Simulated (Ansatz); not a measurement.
# AlN (model cell, started as CsCl type): following an unstable mode, part 2 of 3

Which phase does AlN (model cell, started as CsCl type) fall into along its unstable mode, and how much energy does it gain?

Ansatz 0.2.0; DFT LDA, scalar-relativistic, plane waves, PAW; PAW set soft_1.

So far, highest frequency on the path or at a solved wavevector (cm⁻¹): step 2 (the dispersion) 593. Also lowest frequency on the path (cm⁻¹): step 2 -1120.

The structure was built from a prototype and need not be the compound's stable phase.

**4. The mode frozen in, largest atomic shift 0.6 Å**

The atoms are moved along the unstable eigenvector, the largest shift by 0.6 Å, with the cell fixed.

File input.yaml:

```yaml
crystal:
  lattice:
    - [-2.569778269, 0.0, 0.0]
    - [0.0, 0.0, -5.139556538]
    - [0.0, -5.139556538, -2.569778269]
  atoms:
    - { symbol: Al, position: [0.0, 0.75, 0.5] }
    - { symbol: Al, position: [0.0, 0.25, 0.5] }
    - { symbol: Al, position: [0.0, 0.5, 0.0] }
    - { symbol: Al, position: [0.0, 0.0, 0.0] }
    - { symbol: "N", position: [0.2665168208, 0.625, 0.25] }
    - { symbol: "N", position: [0.7334831792, 0.125, 0.25] }
    - { symbol: "N", position: [0.7334831792, 0.375, 0.75] }
    - { symbol: "N", position: [0.2665168208, 0.875, 0.75] }
kpoints:
  mp_grid: { grid: [14, 8, 8] }
hamiltonian:
  xc: lda
  pseudopotentials: { kind: paw, azcp: { folder: soft_1 }, xc_functional: pbe }
scf:
  occupations: { method: methfessel_paxton, width: 0.2 }
output:
  forces: true
  stress: true
  eigenvalues: true
```

Launch:

```bash
> ansatz run input.yaml --threads 4 --pin off --max-ram 10240MiB --backend cpu --events-out ev --progress --plain --runs-dir out
```

Numbers of over 12 decimals in the logs are rounded to 6 here.

The log of the run:

```text
[...]
Crystal: 8 atoms, lattice volume = 67.881 Å³
Basis set: ecut = 420 eV, 1361 PW (Γ)
Bands: 24, of which v1, the nominal top of the filled ones, is band 16 counted from 1 (15 counted from 0)
Symmetry: 8 space group operations
[...]
k-points: 168 of 896
[...]
k-point 0: bands = [... 12 lower, 10.5053, 12.0338, 12.3780, 12.3833, 13.8465, 14.2959, 14.3933, 18.0429, ... 4 higher]
  k-point 1: bands = [... 12 lower, 10.6131, 11.9697, 12.2431, 12.5238, 13.0179, 14.1114, 15.7499, 17.5009, ... 4 higher]
  k-point 2: bands = [... 12 lower, 10.7872, 11.7930, 11.8870, 12.1300, 12.6492, 14.6258, 16.8770, 17.0963, ... 4 higher]
  k-point 167: bands = [... 12 lower, 8.6983, 8.7571, 9.5577, 9.5834, 13.2578, 13.3513, 14.3596, 15.2762, ... 4 higher]
[key lines of the parts left out:]
SCF converged after 8 iterations
Free energy (F): -3550.198981 eV
Fermi energy:    12.237482 eV
P = ⅓ Tr σ = 13.6810 GPa (136.810 kbar)
```

Wall time 4.7 s (4 threads of Arm Neoverse V1, shared host); peak memory 0.47 GiB.

Numbers from this step:

* pressure: 13.68 GPa
* energy from the undistorted cell: -552.1 meV/atom

The energy, extrapolated to zero smearing, is -552.14 meV/atom against the undistorted cell.

The run ends at a pressure of 13.68 GPa, with forces up to 0.77 eV/Å.

**5. Energy along the mode, all amplitudes (two of the runs are shown above)**

An imaginary frequency means negative curvature, so the energy should fall and then rise again as anharmonic terms take over.

This step gave:

| Property | Result |
| --- | --- |
| depth at the lowest point sampled | 552.1 meV/atom |
| largest atomic shift at that point | 0.6 Å |

Table of energy from the parent by largest atomic shift:

```csv
largest atomic shift (Å),energy from the parent (meV/atom)
0.000,0
0.040,-10.3
0.080,-40.5
0.140,-107
0.220,-214
0.320,-343
0.450,-474
0.600,-552
```

Displacement at unit largest shift by atom:

```csv
atom,x (Å),y (Å),z (Å),size
Al1,0.00,0.00,0.00,0.00
Al2,0.00,0.00,0.00,0.00
Al3,0.00,0.00,0.00,0.00
Al4,0.00,0.00,0.00,0.00
N5,1.00,0.00,0.00,1.00
N6,-1.00,0.00,0.00,1.00
N7,-1.00,0.00,0.00,1.00
N8,1.00,0.00,0.00,1.00
```

The lowest of the steps tried is the last one, at 0.6 Å, 552 meV/atom below the parent; the bottom of the well need not coincide with a step.

**6. Relaxing from the distorted cell**

Starting from the lowest point found, all atoms and the cell are let go, so that strain and other modes of the same symmetry can join in.

Edit input.yaml of step 4 so:

```diff
@@ -25 +25,10 @@
   eigenvalues: true
+  write_density: true
+  write_potential: true
+  elf: true
+  volumetric_format: npy
+relax:
+  adjacent_minimum: "off"
+  f_tol: 0.002
+  max_steps: 120
+  cell: { stress_tol: 0.03 }
```

The log of the run:

```text
[...]
Crystal: 8 atoms, lattice volume = 67.881 Å³
Basis set: ecut = 420 eV, 1361 PW (Γ)
Bands: 24, of which v1, the nominal top of the filled ones, is band 16 counted from 1 (15 counted from 0)
Symmetry: 8 space group operations
[...]
k-points: 168 of 896
[...]
SCF iter   1: F=—  HF=-3555.128274 eV  |F-HF|=—  |Δ(HF+E_count)|=         —  Δρ=1.35e-1  dr2=1.48e1  ethr=3.10e-3  ⟨swp⟩=6.2  Hψ=20216  notcnv=0
[...]
SCF iter   8: F=-3550.198981 eV  HF=-3550.198981 eV  |F-HF|=6.85e-9  |Δ(HF+E_count)|=   1.35e-7  S|Δr|=    0.00e0  Δρ=2.58e-6  dr2=8.43e-9  ethr=3.13e-10  ⟨swp⟩=14.8  Hψ=27930  notcnv=0
SCF 1 converged in 8 iterations: F = -3550.198981 eV  dr2 = 8.43e-9
[...]
relax step   1: F+E_penalty+E_count = -3550.19898134 eV  Δ(F+E_penalty+E_count) = +0.000e0 eV  max|allowed force component| = 5.930e-1 eV/Å  Δτ_max = 0.0000 Å  P = +13.681 GPa  Ω = 67.881 Å³  (8 SCF iters, dr2 threshold 1.00e-7 eV, accepted)
Crystal: 8 atoms, lattice volume = 70.283 Å³
Basis set: ecut = 420 eV, 1405 PW (Γ)
[...]
SCF iter   5: F=-3551.313072 eV  HF=-3551.313072 eV  |F-HF|=6.45e-8  |Δ(HF+E_count)|=   2.52e-6  S|Δr|=    0.00e0  Δρ=2.55e-5  dr2=2.81e-7  ethr=2.50e-9  ⟨swp⟩=7.7  Hψ=28000  notcnv=0
SCF 2 converged in 5 iterations: F = -3551.313072 eV  dr2 = 2.81e-7
[...]
relax step   2: F+E_penalty+E_count = -3551.31307167 eV  Δ(F+E_penalty+E_count) = -1.114e0 eV  max|allowed force component| = 7.418e-1 eV/Å  Δτ_max = 0.0165 Å  P = +7.589 GPa  Ω = 70.283 Å³  energy of the carried Pulay correction = -6.282e-3 eV  (5 SCF iters, dr2 threshold 8.00e-7 eV, accepted)
Crystal: 8 atoms, lattice volume = 72.577 Å³
Basis set: ecut = 420 eV, 1429 PW (Γ)
[...]
SCF iter   6: F=-3552.105169 eV  HF=-3552.105169 eV  |F-HF|=2.38e-8  |Δ(HF+E_count)|=   3.07e-7  S|Δr|=    0.00e0  Δρ=8.31e-6  dr2=4.58e-8  ethr=2.50e-9  ⟨swp⟩=9.1  Hψ=25156  notcnv=0
SCF 3 converged in 6 iterations: F = -3552.105169 eV  dr2 = 4.58e-8
[...]
relax step   3: F+E_penalty+E_count = -3552.10516877 eV  Δ(F+E_penalty+E_count) = -7.921e-1 eV  max|allowed force component| = 7.793e-1 eV/Å  Δτ_max = 0.0434 Å  P = +5.859 GPa  Ω = 72.577 Å³  energy of the carried Pulay correction = -1.208e-2 eV  (6 SCF iters, dr2 threshold 8.00e-7 eV, accepted)
[... from here on, the SCF cycles and remarks between the steps are left out ...]
relax step   4: F+E_penalty+E_count = -3552.64444475 eV  Δ(F+E_penalty+E_count) = -5.393e-1 eV  max|allowed force component| = 4.776e-1 eV/Å  Δτ_max = 0.0699 Å  P = +6.750 GPa  Ω = 75.168 Å³  energy of the carried Pulay correction = -1.841e-2 eV  (5 SCF iters, dr2 threshold 8.00e-7 eV, accepted)
relax step   5: F+E_penalty+E_count = -3552.96616002 eV  Δ(F+E_penalty+E_count) = -3.217e-1 eV  max|allowed force component| = 1.116e-1 eV/Å  Δτ_max = 0.0900 Å  P = +2.923 GPa  Ω = 79.870 Å³  energy of the carried Pulay correction = -2.933e-2 eV  (6 SCF iters, dr2 threshold 8.00e-7 eV, accepted)
relax step   6: F+E_penalty+E_count = -3553.00627870 eV  Δ(F+E_penalty+E_count) = -4.012e-2 eV  max|allowed force component| = 7.261e-2 eV/Å  Δτ_max = 0.0471 Å  P = -1.229 GPa  Ω = 84.169 Å³  energy of the carried Pulay correction = -3.873e-2 eV  (5 SCF iters, dr2 threshold 8.00e-7 eV, accepted)
relax step   7: F+E_penalty+E_count = -3553.01635471 eV  Δ(F+E_penalty+E_count) = -1.008e-2 eV  max|allowed force component| = 3.713e-2 eV/Å  Δτ_max = 0.0056 Å  P = +0.178 GPa  Ω = 83.187 Å³  energy of the carried Pulay correction = -3.663e-2 eV  (5 SCF iters, dr2 threshold 8.00e-7 eV, accepted)
relax step   8: F+E_penalty+E_count = -3553.01710732 eV  Δ(F+E_penalty+E_count) = -7.526e-4 eV  max|allowed force component| = 2.415e-3 eV/Å  Δτ_max = 0.0048 Å  P = +0.011 GPa  Ω = 83.228 Å³  energy of the carried Pulay correction = -3.672e-2 eV  (4 SCF iters, dr2 threshold 8.00e-7 eV, accepted)
relax step   9: F+E_penalty+E_count = -3553.01710406 eV  Δ(F+E_penalty+E_count) = +3.268e-6 eV  max|allowed force component| = 3.124e-3 eV/Å  Δτ_max = 0.0002 Å  P = +0.002 GPa  Ω = 83.230 Å³  energy of the carried Pulay correction = -3.672e-2 eV  (4 SCF iters, dr2 threshold 1.51e-8 eV, accepted)
relax step  10: F+E_penalty+E_count = -3553.01710493 eV  Δ(F+E_penalty+E_count) = -8.739e-7 eV  max|allowed force component| = 1.530e-4 eV/Å  Δτ_max = 0.0001 Å  P = +0.001 GPa  Ω = 83.231 Å³  energy of the carried Pulay correction = -3.672e-2 eV  (4 SCF iters, accepted)
relax step  11: F+E_penalty+E_count = -3553.33047951 eV  Δ(F+E_penalty+E_count) = -3.134e-1 eV  max|allowed force component| = 2.801e-3 eV/Å  Δτ_max = 0.0000 Å  P = +3.531 GPa  Ω = 83.231 Å³  stress off target by 7.89e0 GPa  SCF on the basis re-selected at this cell (its energy is not comparable with the rows above)  (7 SCF iters)
relax step  12: F+E_penalty+E_count = -3553.44225782 eV  Δ(F+E_penalty+E_count) = -1.118e-1 eV  max|allowed force component| = 1.230e-2 eV/Å  Δτ_max = 0.0364 Å  P = +1.659 GPa  Ω = 87.283 Å³  energy of the carried Pulay correction = -1.109e-2 eV  (5 SCF iters, dr2 threshold 8.00e-7 eV, accepted)
relax step  13: F+E_penalty+E_count = -3553.47022404 eV  Δ(F+E_penalty+E_count) = -2.797e-2 eV  max|allowed force component| = 1.751e-2 eV/Å  Δτ_max = 0.0325 Å  P = +0.550 GPa  Ω = 90.815 Å³  energy of the carried Pulay correction = -2.460e-2 eV  (5 SCF iters, dr2 threshold 8.00e-7 eV, accepted)
relax step  14: F+E_penalty+E_count = -3553.44988339 eV  Δ(F+E_penalty+E_count) = +2.034e-2 eV  max|allowed force component| = 2.090e-1 eV/Å  Δτ_max = 0.0137 Å  P = -1.249 GPa  Ω = 92.605 Å³  energy of the carried Pulay correction = -3.318e-2 eV  (5 SCF iters, dr2 threshold 8.00e-7 eV, rejected (line search))
relax step  15: F+E_penalty+E_count = -3553.46900208 eV  Δ(F+E_penalty+E_count) = +1.222e-3 eV  max|allowed force component| = 3.242e-3 eV/Å  Δτ_max = 0.0068 Å  P = +0.154 GPa  Ω = 91.896 Å³  energy of the carried Pulay correction = -2.962e-2 eV  (8 SCF iters, accepted)
relax step  16: F+E_penalty+E_count = -3553.46714740 eV  Δ(F+E_penalty+E_count) = +1.855e-3 eV  max|allowed force component| = 1.003e-4 eV/Å  Δτ_max = 0.0033 Å  P = +0.011 GPa  Ω = 92.343 Å³  energy of the carried Pulay correction = -3.182e-2 eV  (5 SCF iters, dr2 threshold 2.08e-7 eV, accepted)
relax step  17: F+E_penalty+E_count = -3553.51386129 eV  Δ(F+E_penalty+E_count) = -4.671e-2 eV  max|allowed force component| = 4.784e-4 eV/Å  Δτ_max = 0.0000 Å  P = +0.232 GPa  Ω = 92.343 Å³  stress off target by 8.15e-1 GPa  SCF on the basis re-selected at this cell (its energy is not comparable with the rows above)  (6 SCF iters)
relax step  18: F+E_penalty+E_count = -3553.51472403 eV  Δ(F+E_penalty+E_count) = -8.627e-4 eV  max|allowed force component| = 4.143e-3 eV/Å  Δτ_max = 0.0093 Å  P = +0.156 GPa  Ω = 93.639 Å³  energy of the carried Pulay correction = -2.727e-3 eV  (5 SCF iters, dr2 threshold 8.00e-7 eV, accepted)
relax step  19: F+E_penalty+E_count = -3553.51241284 eV  Δ(F+E_penalty+E_count) = +2.311e-3 eV  max|allowed force component| = 1.309e-1 eV/Å  Δτ_max = 0.0055 Å  P = -0.430 GPa  Ω = 94.124 Å³  energy of the carried Pulay correction = -3.823e-3 eV  (5 SCF iters, dr2 threshold 9.69e-8 eV, rejected (line search))
relax step  20: F+E_penalty+E_count = -3553.51450562 eV  Δ(F+E_penalty+E_count) = +2.184e-4 eV  max|allowed force component| = 2.119e-3 eV/Å  Δτ_max = 0.0012 Å  P = +0.053 GPa  Ω = 93.787 Å³  energy of the carried Pulay correction = -3.056e-3 eV  (7 SCF iters, accepted)
relax step  21: F+E_penalty+E_count = -3553.51386776 eV  Δ(F+E_penalty+E_count) = +6.379e-4 eV  max|allowed force component| = 2.931e-4 eV/Å  Δτ_max = 0.0028 Å  P = +0.001 GPa  Ω = 94.114 Å³  energy of the carried Pulay correction = -3.802e-3 eV  (5 SCF iters, dr2 threshold 2.92e-8 eV, accepted)
relax step  22: F+E_penalty+E_count = -3553.51797048 eV  Δ(F+E_penalty+E_count) = -4.103e-3 eV  max|allowed force component| = 2.785e-4 eV/Å  Δτ_max = 0.0000 Å  P = +0.018 GPa  Ω = 94.114 Å³  stress off target by 6.82e-2 GPa  SCF on the basis re-selected at this cell (its energy is not comparable with the rows above)  (5 SCF iters)
relax step  23: F+E_penalty+E_count = -3553.51773833 eV  Δ(F+E_penalty+E_count) = +2.322e-4 eV  max|allowed force component| = 1.323e-4 eV/Å  Δτ_max = 0.0009 Å  P = +0.004 GPa  Ω = 94.246 Å³  energy of the carried Pulay correction = -2.608e-4 eV  (5 SCF iters, dr2 threshold 1.16e-8 eV, accepted)
[...]
SCF iter   4: F=-3553.518035 eV  HF=-3553.518035 eV  |F-HF|=9.09e-13  |Δ(HF+E_count)|=   2.36e-9  S|Δr|=    0.00e0  Δρ=9.95e-8  dr2=6.41e-12  ethr=1.00e-12  ⟨swp⟩=5.1  Hψ=21748  notcnv=0
SCF 24 converged in 4 iterations: F = -3553.518035 eV  dr2 = 6.41e-12
relax step  24: F+E_penalty+E_count = -3553.51803518 eV  Δ(F+E_penalty+E_count) = -2.969e-4 eV  max|allowed force component| = 1.483e-4 eV/Å  Δτ_max = 0.0000 Å  P = +0.005 GPa  Ω = 94.246 Å³  stress off target by 1.46e-2 GPa  SCF on the basis re-selected at this cell (its energy is not comparable with the rows above)  (4 SCF iters)
[...]
SCF converged after 4 iterations
[...]
Free energy (F): -3553.518035 eV
[...]
Internal energy: -3553.518035 eV  (E = F + TS)
E sigma→0 (E₀):  -3553.518035 eV
Fermi energy:    6.983981 eV
[...]
--- Forces (eV/Å), atoms counted from 1 ---
  atom   1  Al     0.00000000     0.00000000     0.00000000
  atom   2  Al     0.00000000     0.00000000     0.00000000
  atom   3  Al     0.00000000     0.00000000    -0.00000000
  atom   4  Al     0.00000000     0.00000000     0.00000000
  atom   5  N      0.00014834     0.00001024     0.00000000
  atom   6  N     -0.00014834     0.00001024     0.00000000
  atom   7  N     -0.00014834    -0.00001024     0.00000000
  atom   8  N      0.00014834    -0.00001024     0.00000000
  max |Σ_I F_I| component: 7.89e-31 eV/Å
--- Stress (GPa, compression-positive) ---
        0.014591       0.000000       0.000000
        0.000000       0.000540       0.000000
        0.000000       0.000000      -0.000261
  P = ⅓ Tr σ = 0.0050 GPa (0.050 kbar)
--- Band table (eV; the first three rows and the last of 168) ---
  k-point 0: bands = [... 12 lower, 5.0957, 5.3743, 5.5626, 6.0551, 7.7780, 11.0721, 11.4149, 11.6908, ... 4 higher]
  k-point 1: bands = [... 12 lower, 5.0937, 5.3757, 5.4831, 5.9179, 7.9907, 10.5091, 11.5913, 11.5914, ... 4 higher]
  k-point 2: bands = [... 12 lower, 5.0889, 5.3669, 5.3793, 5.7423, 8.4028, 9.8344, 10.8648, 11.3880, ... 4 higher]
  k-point 167: bands = [... 12 lower, 3.7965, 4.2388, 5.0180, 5.7529, 8.8871, 10.3479, 10.8786, 11.2434, ... 4 higher]
--- Relaxed structure (20 steps of the walk, 18 accepted, 4 SCFs on fresh bases) ---
  F+E_penalty+E_count = -3553.51803518 eV   max|allowed force component| = 1.483e-4 eV/Å   (the final SCF, on the basis selected at the relaxed cell)
  cell:  # Å, volume = 94.2458 Å³
    - [-3.512296, 0.0, 0.0]
    - [0.0, 0.0, -5.136914]
    - [0.0, -5.223584, -2.568457]
  atoms:
    - { symbol: Al, position: [1.0231195041198897e-18, 0.750000, 0.500000] }
    - { symbol: Al, position: [1.0231195041198897e-18, 0.250000, 0.500000] }
    - { symbol: Al, position: [1.0231195041198897e-18, 0.500000, 0] }
    - { symbol: Al, position: [1.0231195041198897e-18, 0, 0] }
    - { symbol: N, position: [0.127900, 0.623329, 0.253342] }
    - { symbol: N, position: [0.872100, 0.123329, 0.253342] }
    - { symbol: N, position: [0.872100, 0.376671, 0.746658] }
    - { symbol: N, position: [0.127900, 0.876671, 0.746658] }
```

Elapsed: 2.1 min, on 4 threads; peak memory 0.6 GiB; 8.2 min of CPU time.

The steps of the relaxation (22 of 24):

```csv
step,energy less that of the first step (eV),largest force component (eV/Å),pressure (GPa),volume (Å³)
1,0.0000,0.5930,13.68,67.88
2,-1.1141,0.7418,7.59,70.28
3,-1.9062,0.7793,5.86,72.58
4,-2.4455,0.4776,6.75,75.17
5,-2.7672,0.1116,2.92,79.87
6,-2.8073,0.0726,-1.23,84.17
8,-2.8181,0.0024,0.01,83.23
9,-2.8181,0.0031,0.00,83.23
10,-2.8181,0.0002,0.00,83.23
11*,-3.1315,0.0028,3.53,83.23
12,-3.2433,0.0123,1.66,87.28
13,-3.2712,0.0175,0.55,90.81
14,-3.2509,0.2090,-1.25,92.60
15,-3.2700,0.0032,0.15,91.90
16,-3.2682,0.0001,0.01,92.34
17*,-3.3149,0.0005,0.23,92.34
19,-3.3134,0.1309,-0.43,94.12
20,-3.3155,0.0021,0.05,93.79
21,-3.3149,0.0003,0.00,94.11
22*,-3.3190,0.0003,0.02,94.11
23,-3.3188,0.0001,0.00,94.25
24*,-3.3191,0.0001,0.00,94.25
```

Relaxation steps marked * repeat the geometry before them on a plane-wave basis chosen anew for their cell, so energy and pressure can jump there. Other such steps can lie between the rows shown. Relaxation steps 14, 19 were tried and not accepted.

Forces are held to the 8 operations that the run works with; a distortion that breaks them can't arise in this run.

```
     cell as run  before  after   change
           a (Å)   2.570  3.512  +36.7 %
           b (Å)   5.140  5.137   -0.1 %
           c (Å)   5.746  5.821   +1.3 %
           α (°)   63.43  63.82   +0.6 %
volume (Å³/atom)    8.49  11.78  +38.8 %
```

The atoms that moved most (Å, as changes of fractional coordinates times the final cell):

| atom | dx | dy | dz | length |
| --- | --- | --- | --- | --- |
| N5 | 0.487 | -0.017 | 0.000 | 0.487 |
| N7 | -0.487 | 0.017 | 0.000 | 0.487 |
| N8 | 0.487 | 0.017 | 0.000 | 0.487 |
| N6 | -0.487 | -0.017 | 0.000 | 0.487 |

The relaxed structure:

```
Al N
1.0
    -3.51230    0.00000    0.00000
     0.00000    0.00000   -5.13691
     0.00000   -5.22358   -2.56846
Al N
4 4
Direct
  0.00000 0.75000 0.50000
  0.00000 0.25000 0.50000
  0.00000 0.50000 0.00000
  0.00000 0.00000 0.00000
  0.12790 0.62333 0.25334
  0.87210 0.12333 0.25334
  0.87210 0.37667 0.74666
  0.12790 0.87667 0.74666
```

Numbers from this step:

- pressure: 0.004957 GPa
- volume per atom: 11.78 Å³
- gap on the k-mesh: 1.623 eV

Valence density in the ab plane of the conventional cell at fractional z = 0.000, with atoms of Al within 0.2 Å of it. It is the smooth field of the valence electrons, not physical close to the nuclei.

Values in e/Å³, 24 rows by 14 columns, each cell a mean:
```
0.5 0.4 0.2 0.1 0.1 0.3 0.4 0.5 0.4 0.2 0.1 0.1 0.3 0.4
1.2 0.8 0.4 0.2 0.3 0.6 1.1 1.2 0.8 0.4 0.2 0.3 0.6 1.1
2.3 1.4 0.6 0.3 0.4 0.9 1.9 2.3 1.4 0.6 0.3 0.4 0.9 1.9
1.8 1.1 0.5 0.3 0.4 0.8 1.6 1.8 1.1 0.5 0.3 0.4 0.8 1.6
0.7 0.6 0.3 0.2 0.2 0.5 0.7 0.7 0.6 0.3 0.2 0.2 0.5 0.7
0.3 0.3 0.1 0.1 0.1 0.2 0.3 0.3 0.3 0.1 0.1 0.1 0.2 0.3
0.4 0.3 0.2 0.1 0.1 0.3 0.4 0.4 0.3 0.2 0.1 0.1 0.3 0.4
1.1 0.8 0.4 0.2 0.3 0.6 1.0 1.1 0.8 0.4 0.2 0.3 0.6 1.0
2.2 1.3 0.6 0.3 0.4 0.9 1.9 2.2 1.3 0.6 0.3 0.4 0.9 1.9
1.9 1.2 0.6 0.3 0.4 0.9 1.7 1.9 1.2 0.6 0.3 0.4 0.9 1.7
0.8 0.6 0.3 0.2 0.2 0.5 0.7 0.8 0.6 0.3 0.2 0.2 0.5 0.7
0.4 0.3 0.1 0.1 0.1 0.2 0.3 0.4 0.3 0.1 0.1 0.1 0.2 0.3
0.5 0.4 0.2 0.1 0.1 0.3 0.4 0.5 0.4 0.2 0.1 0.1 0.3 0.4
1.2 0.8 0.4 0.2 0.3 0.6 1.1 1.2 0.8 0.4 0.2 0.3 0.6 1.1
2.3 1.4 0.6 0.3 0.4 0.9 1.9 2.3 1.4 0.6 0.3 0.4 0.9 1.9
1.8 1.1 0.5 0.3 0.4 0.8 1.6 1.8 1.1 0.5 0.3 0.4 0.8 1.6
0.7 0.6 0.3 0.2 0.2 0.5 0.7 0.7 0.6 0.3 0.2 0.2 0.5 0.7
0.3 0.3 0.1 0.1 0.1 0.2 0.3 0.3 0.3 0.1 0.1 0.1 0.2 0.3
0.4 0.3 0.2 0.1 0.1 0.3 0.4 0.4 0.3 0.2 0.1 0.1 0.3 0.4
1.1 0.8 0.4 0.2 0.3 0.6 1.0 1.1 0.8 0.4 0.2 0.3 0.6 1.0
2.2 1.3 0.6 0.3 0.4 0.9 1.9 2.2 1.3 0.6 0.3 0.4 0.9 1.9
1.9 1.2 0.6 0.3 0.4 0.9 1.7 1.9 1.2 0.6 0.3 0.4 0.9 1.7
0.8 0.6 0.3 0.2 0.2 0.5 0.7 0.8 0.6 0.3 0.2 0.2 0.5 0.7
0.4 0.3 0.1 0.1 0.1 0.2 0.3 0.4 0.3 0.1 0.1 0.1 0.2 0.3
```
Columns run along a (5.1 Å), rows up along b (10.4 Å), edges of the conventional cell, whose origin can differ from the input's. Atoms in or near the plane, at fractional coordinates: Al at (0.25, 0.00), Al at (0.75, 0.50), Al at (0.25, 0.50), Al at (0.75, 0.00), Al at (0.25, 0.75), Al at (0.75, 0.25), Al at (0.25, 0.25), Al at (0.75, 0.75).

Electrostatic potential energy in the ab plane of the conventional cell at fractional z = 0.000, with atoms of Al within 0.2 Å of it. With pseudopotentials it is smooth inside the atoms' cores, unlike the true potential.

Values in eV, 24 rows by 14 columns, each cell a mean:
```
  4  -5  -4  11   4  -8   1   4  -5  -4  11   4  -8   1
 -5  -1  -5  -7  -7  -2  -3  -5  -1  -5  -7  -7  -2  -3
-23  -9   4   3   4  -1 -19 -23  -9   4   3   4  -1 -19
-17  -5   1  -1   0   0 -13 -17  -5   1  -1   0   0 -13
  2  -2  -8  -5  -7  -5   2   2  -2  -8  -5  -7  -5   2
  3  -7   0  20  10  -8   0   3  -7   0  20  10  -8   0
  3  -5  -4  11   3  -8   1   3  -5  -4  11   3  -8   1
 -3  -1  -5  -8  -7  -2  -2  -3  -1  -5  -8  -7  -2  -2
-22  -8   4   3   4   0 -18 -22  -8   4   3   4   0 -18
-18  -6   1  -1   0   0 -14 -18  -6   1  -1   0   0 -14
  2  -2  -7  -4  -6  -5   1   2  -2  -7  -4  -6  -5   1
  3  -6   0  19  10  -8   0   3  -6   0  19  10  -8   0
  4  -5  -4  11   4  -8   1   4  -5  -4  11   4  -8   1
 -5  -1  -5  -7  -7  -2  -3  -5  -1  -5  -7  -7  -2  -3
-23  -9   4   3   4  -1 -19 -23  -9   4   3   4  -1 -19
-17  -5   1  -1   0   0 -13 -17  -5   1  -1   0   0 -13
  2  -2  -8  -5  -7  -5   2   2  -2  -8  -5  -7  -5   2
  3  -7   0  20  10  -8   0   3  -7   0  20  10  -8   0
  3  -5  -4  11   3  -8   1   3  -5  -4  11   3  -8   1
 -3  -1  -5  -8  -7  -2  -2  -3  -1  -5  -8  -7  -2  -2
-22  -8   4   3   4   0 -18 -22  -8   4   3   4   0 -18
-18  -6   1  -1   0   0 -14 -18  -6   1  -1   0   0 -14
  2  -2  -7  -4  -6  -5   1   2  -2  -7  -4  -6  -5   1
  3  -6   0  19  10  -8   0   3  -6   0  19  10  -8   0
```
Columns run along a (5.1 Å; values clipped at the 3rd and 97th percentile), rows up along b (10.4 Å), edges of the conventional cell, whose origin can differ from the input's. Atoms in or near the plane, at fractional coordinates: Al at (0.25, 0.00), Al at (0.75, 0.50), Al at (0.25, 0.50), Al at (0.75, 0.00), Al at (0.25, 0.75), Al at (0.75, 0.25), Al at (0.25, 0.25), Al at (0.75, 0.75).

(Part 2 of 3 ends here.)

[Logs are printed without paths, hosts, clocks, repeated set-up lines and the standing remarks that a program may print on its own settings, such as how far it seeks lower states.]

[Hosts, paths, dates, database ids (printed as entryN), source tags and the programs' standing remarks are cut or masked in the printed files.]
